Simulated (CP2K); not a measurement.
Crystal: CsBr.

```xyz
2
Lattice="4.3256 0.0000 0.0000 0.0000 4.3256 0.0000 0.0000 0.0000 4.3256" Properties=species:S:1:pos:R:3 pbc="T T T"
Cs    0.0000    0.0000    0.0000
Br    2.1628    2.1628    2.1628
```

The cell comes from a database or a generator and needn't be the stable form of this composition.

Base run:

```yaml
Program: CP2K 2026.2
Functional: PBE
Potentials_or_basis: GTH_POTENTIALS Cs GTH-PADE-q9, Br GTH-PADE-q7; DZVP-MOLOPT-SR-GTH basis
Density_cutoff: 6123 eV
k_mesh: 6 × 6 × 6
Occupations: fermi-dirac, width 0.05 eV
Spin: no spin polarisation
```

Its results: band gap on the k mesh 4.53 eV, indirect (least direct gap 4.55 eV); pressure 0.4 GPa.

Task: The run is repeated on the same cell with these changes: potentials or basis from GTH_POTENTIALS Cs GTH-PADE-q9, Br GTH-PADE-q7; DZVP-MOLOPT-SR-GTH basis to GTH_POTENTIALS Cs GTH-PBE-q9, Br GTH-PBE-q7; DZVP-MOLOPT-SR-GTH basis; potentials from Cs GTH-PADE-q9 of GTH_POTENTIALS, Br GTH-PADE-q7 of GTH_POTENTIALS to Cs GTH-PBE-q9 of GTH_POTENTIALS, Br GTH-PBE-q7 of GTH_POTENTIALS. What comes out?

Result: Band gap on the k mesh 4.47 eV, indirect (least direct gap 4.49 eV); pressure 0.7 GPa.

Caveats: spin-orbit coupling is left out, which moves the levels of the heavy elements; the basis of atomic orbitals isn't converged, which shifts pressures, moduli and gaps; the potentials were made for another functional, which shifts forces and pressure (some runs).
